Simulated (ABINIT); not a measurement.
Here is an ABINIT 10.8.3 (patched build) calculation.

Contents of run.abi:

```
ndtset 3

pp_dirpath "./"
pseudos "Pt.upf, Al.upf"

acell 3*1.0
rprim
     5.7357043491     0.0000000000     0.0000000000
     0.0000000000     5.7357043491     0.0000000000
     0.0000000000     0.0000000000     5.7357043491
ntypat 2
znucl 78 13
natom 2
typat 1 2
chkprim 0
chksymtnons 0
tolsym 1.0e-6
xred
            1/2            1/2            1/2
            0.0            0.0            0.0

ecut 40.0
ecutsm 0.5

ngkpt 16 16 16
nshiftk 1
shiftk 0.5 0.5 0.5
istwfk *1

ixc 7

occopt 6
tsmear 0.00367493

nstep 80

iomode 3
prteig 0
prtebands 0

nband1 15
tolvrs1 1.0e-12
prtden1 1
prtwf1 0
kptopt1 1

iscf2 -3
getden2 1
nband2 20
nbdbuf2 4
tolwfr2 1.0e-12
nstep2 120
prtden2 0
kptopt2 1

optdriver3 8
wfk_task3 "wfk_optics_fullbz"
getwfk3 2
nband3 16
kptopt3 1
prtevk3 1
inclvkb3 2
```

optic.abi

```
&FILES
 ddkfile_1 = 'runo_DS3_1_EVK.nc',
 ddkfile_2 = 'runo_DS3_2_EVK.nc',
 ddkfile_3 = 'runo_DS3_3_EVK.nc',
 wfkfile = 'runo_DS3_WFK.nc'
/
&PARAMETERS
 broadening = 0.007350,
 domega = 0.002,
 maxomega = 0.8,
 scissor = 0.000000,
 tolerance = 0.002
/
&COMPUTATIONS
 num_lin_comp = 1,
 lin_comp = 11,
 num_nonlin_comp = 0
/
```

Potentials or basis: PseudoDojo NC SR LDA v0.4.1 standard.

Launch:

```console
$ abinit run.abi > log 2>&1
$ optic optic.abi > optic.log 2>&1
```

Question: What does it give for the pressure?

Answer: 0.3 GPa.

Dielectric function (mean over the directions given):
```tsv
energy (eV)	real part	imaginary part
0.33	13.20	0.43
1.31	13.37	5.21
2.29	11.12	9.59
3.37	5.41	6.07
4.35	5.32	6.67
5.44	4.52	4.87
6.42	4.24	7.20
7.51	2.42	6.45
8.49	1.02	7.32
9.58	-0.32	6.18
10.56	-1.23	5.20
11.65	-1.66	3.85
12.63	-1.84	3.06
13.71	-1.09	1.96
14.69	-0.97	1.85
15.78	-0.80	1.49
16.76	-0.81	1.13
17.85	-0.54	0.99
18.83	-0.32	1.01
19.92	-0.30	0.91
```

Caveat: the intraband (Drude) term is left out; spectra need much finer meshes, so this one isn't converged; independent-particle spectra lack excitons. Spin-orbit coupling is left out, which matters for the levels of Pt.
